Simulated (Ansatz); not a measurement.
Where the states of C lie

```yaml
crystal:
  lattice:
    - [0.00000, 1.78340, 1.78340]
    - [1.78340, 0.00000, 1.78340]
    - [1.78340, 1.78340, 0.00000]
  atoms:
    - { symbol: C, position: [0.50000, 0.50000, 0.50000] }
    - { symbol: C, position: [0.75000, 0.75000, 0.75000] }
```

The cell is COD entry 9008564, as deposited and not checked against the literature; nothing was relaxed.

Method: Ansatz 0.2.0, DFT, PBE, all-electron LAPW, scalar-relativistic.

Numerical set-up: a Γ-centred 20×20×20 k mesh, Fermi–Dirac smearing of 0.08 eV, basis error target 0.5 meV/atom, no spin polarisation.

States per eV and cell, averaged over 0.4 eV, from -9.7 to 5.3 eV, with energies (bin centres) from the valence-band top; empty bins are left out. The partial columns, the largest 2 alone, are projections on Löwdin-orthogonalised atomic shells (those that the program's projection atoms carry: the occupied ones and, for some elements, an empty d or f shell; other empty shells have no column), summed over atoms of an element. Weights on diffuse s and p shells depend on that basis and aren't pure angular character.

```
E (eV)  total  C 2p  C 2s
  -9.6   0.26  0.18  0.08
  -9.2   0.31  0.24  0.07
  -8.8   0.46  0.39  0.07
  -8.4   0.54  0.46  0.08
  -8.0   0.51  0.43  0.07
  -7.6   0.53  0.46  0.07
  -7.2   0.56  0.49  0.07
  -6.8   0.61  0.54  0.06
  -6.4   0.71  0.65  0.06
  -6.0   0.79  0.73  0.05
  -5.6   0.77  0.72  0.05
  -5.2   0.74  0.70  0.04
  -4.8   0.72  0.69  0.04
  -4.4   0.71  0.67  0.03
  -4.0   0.68  0.66  0.03
  -3.6   0.67  0.64  0.02
  -3.2   0.65  0.63  0.02
  -2.8   0.58  0.57  0.01
  -2.4   0.41  0.40  0.01
  -2.0   0.31  0.31  0.01
  -1.6   0.25  0.24  0.01
  -1.2   0.19  0.18  0.00
  -0.8   0.14  0.13  0.00
  -0.4   0.09  0.09  0.00
   0.0   0.02  0.02  0.00
   4.4   0.07  0.03  0.03
   4.8   0.17  0.09  0.07
   5.2   0.28  0.15  0.10
```

(1) Which of the resolved shells contributes most in the top eV of the valence band?

Answers

(1) C 2p, with 98 % of all states there; C 2s follows with 1 %.
